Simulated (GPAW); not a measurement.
**CdS (Greenockite) in GPAW: the effect of target pressure**

Crystal: CdS (Greenockite).

```
Cd S
1.0
     4.15000    0.00000    0.00000
    -2.07500    3.59401    0.00000
     0.00000    0.00000    6.73700
Cd S
2 2
Direct
  0.66667 0.33333 0.50000
  0.33333 0.66667 0.00000
  0.66667 0.33333 0.87500
  0.33333 0.66667 0.37500
```

Alike in all runs:

```yaml
Program: GPAW 26.7.0
Task: relaxation of cell and atoms
Functional: PBEsol
Potentials_or_basis: PAW data sets generated in the run's folder for this functional
Cutoff: 600 eV
Basis: pw
k_mesh: 6 × 6 × 3
Occupations: fermi-dirac, width 0.05 eV
Spin: no spin polarisation
```

Each run relaxes the cell or the atoms first.

```csv
target pressure,target pressure,relaxed volume (Å³/atom),gap on the mesh (eV)
0 GPa,-,?,?
2 GPa,2 GPa,23.90,1.14
5 GPa,5 GPa,22.98,1.22
10 GPa,10 GPa,21.80,1.33
20 GPa,20 GPa,20.11,1.47
30 GPa,30 GPa,18.50,0.90
```

Problem. What does the run with target pressure 0 GPa give?

Solution. Relaxed volume 24.64 Å³/atom; gap on the mesh 1.08 eV.

Worked out: A parabola through the other rows of the relaxed volume, of slope -0.266 Å³/atom per GPa there, extrapolates to 24.32 Å³/atom, against the run's 24.64. A parabola through the other rows of the gap on the mesh, of slope 0.0664 eV per GPa there, extrapolates to 0.97 eV, against the run's 1.08.

Caveats: later steps reuse the first step's grids; the volume moved by over 15 % at a fixed basis, so the end points are rough (some runs).

Runs at the PBE level aren't shown here.
